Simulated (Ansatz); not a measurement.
Crystal: Ru.

```
CELL_PARAMETERS angstrom
2.70580 0.00000 0.00000
-1.35290 2.34329 0.00000
0.00000 0.00000 4.28190
ATOMIC_POSITIONS crystal
Ru 0.66667 0.33333 0.75000
Ru 0.33333 0.66667 0.25000
```

- Program: Ansatz 0.2.0
- Task: relaxation of cell and atoms
- Functional: BPBE
- Potentials or basis: Ansatz PAW
- Cutoff: 420 eV (not typed: the program's choice for these potentials)
- k mesh: 11 × 11 × 6
- Occupations: fermi-dirac, width 0.05 eV
- Spin: no spin polarisation

At the start: volume 13.57 Å³/atom.

**Question.** How do energy, volume and symmetry change on relaxing?

**Answer.** It ends after 4 steps and the volume is 13.76 Å³/atom (+1.4 %); space group P6_3/mmc (No. 194, to 0.05 Å).

The path:
```tsv
step	energy change (eV)	largest force (eV/Å)	volume (Å³)
1	0.0000	0.0000	27.15
2	-0.0049	0.0000	27.53
3	-0.0049	0.0000	27.52
4	-0.0051	0.0000	27.52
```

Final structure:
```xyz
2
Lattice="2.7192 0.0000 0.0000 -1.3596 2.3549 0.0000 0.0000 0.0000 4.2983" Properties=species:S:1:pos:R:3 pbc="T T T"
Ru    1.3596    0.7850    3.2237
Ru    0.0000    1.5699    1.0746
```

Caveat: the plane-wave basis is chosen anew once the cell has moved, so the energies of steps on either side of that aren't comparable; the PAW data sets come from PBE, with cores solved anew for the run's functional, which leaves a small shift of forces and pressure.
